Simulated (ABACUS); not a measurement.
Runs of ABACUS 3.10.1 on WS2 (Tungstenite). Symmetry: P6_3/mmc, No. 194, hexagonal system. The conventional cell has a = 3.180 Å, b = 3.180 Å, c = 12.500 Å, α = 90.00°, β = 90.00°, γ = 120.00°. Around W (site symmetry -6m2) lie 6 S at 2.41 Å. S (site symmetry 3m) is surrounded by 3 W at 2.41 Å. 

| task | level | k mesh | path | points for each segment of the path | symmetry key | gap on the mesh (eV) | pressure (GPa) | largest force (eV/Å) |
| --- | --- | --- | --- | --- | --- | --- | --- | --- |
| single point | SOGGA | 7 × 7 × 2 | - | - | 1 | 1.10 | -1.8 | 0.10 |
| single point | revPBE | 7 × 7 × 2 | - | - | 1 | 1.17 | 5.9 | 0.43 |
| single point | LDA | 7 × 7 × 2 | - | - | 1 | 1.07 | (c) | 0.11 |
| single point | PBE | 7 × 7 × 2 | - | - | 1 | 1.14 | (a) | (b) |
| single point | PBEsol | 7 × 7 × 2 | - | - | 1 | 1.10 | -0.2 | 0.18 |

Alike in all rows: potentials or basis PseudoDojo NC SR 0.4.1 PBE standard, DZP LCAO (the cutoffs set its grid); no spin polarisation; cell as given; cutoff (eV) 1361; smearing fermi-dirac 0.05 eV.

Question: Fill in the values left out.

Answer: (a) 4.3; (b) 0.41; (c) -2.1.

Caveats: the atomic orbitals were generated for these runs and aren't a published set; spin-orbit coupling is left out, which moves the levels of the heavy elements; an odd mesh through Γ misses points on the zone boundary, where band edges often lie; the basis of atomic orbitals isn't converged, which shifts pressures, moduli and gaps; the potentials were made for another functional, which shifts forces and pressure (some runs); this functional lacks dispersion, which binds the layers, so the pressure and a relaxed spacing across them are unreliable (some runs).

A k mesh can miss the band edges, and the runs leave out spin-orbit coupling on W.
